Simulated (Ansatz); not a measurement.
Crystal: Tm, diamond type, 2 atoms in the cell.

All numbers below come from Ansatz, PBE, plane waves, PAW datasets (generated soft set 1).

Cutoff 420 eV; k-mesh 22×22×22 Γ-centred; Fermi–Dirac smearing of 0.0612 eV; no spin polarisation; no spin–orbit coupling.

The fit to the energies gives V₀ = 81.281 Å³/atom (a₀ = 8.663 Å), B₀ = 2.9 GPa, B₀′ = 2.38.

(1) What pressure does the program print at V = 86.546 Å³/atom, and how far above the lowest computed point (V = 81.647 Å³/atom) does the energy lie?

## Answers

(1) -0.17 GPa and 2.81 meV/atom. All points:

| V (Å³/atom) | a (Å) | E − E(min) (meV/atom) | P (GPa) |
| --- | --- | --- | --- |
| 76.748 | 8.4994 | 2.38 | 0.17 |
| 78.381 | 8.5592 | 0.95 | 0.11 |
| 80.014 | 8.6182 | 0.16 | 0.05 |
| 81.647 | 8.6765 | 0.00 | -0.01 |
| 83.280 | 8.7339 | 0.41 | -0.07 |
| 84.913 | 8.7907 | 1.36 | -0.12 |
| 86.546 | 8.8467 | 2.81 | -0.17 |

The published all-electron PBE values for this crystal (mean of FLEUR and WIEN2k, k-spacing 0.06 Å⁻¹; Bosoni et al., Nat. Rev. Phys. 6, 45 (2024)) are V₀ = 81.676 Å³/atom, B₀ = 2.8 GPa, B₀′ = 2.29.

The stress includes the program's correction for the finite plane-wave basis.

This cubic structure is a model: it isn't the usual form of the substance at ambient conditions, and such phases are metastable or hypothetical. The open f shell is treated without spin here, so this is a model state and not the ground state.
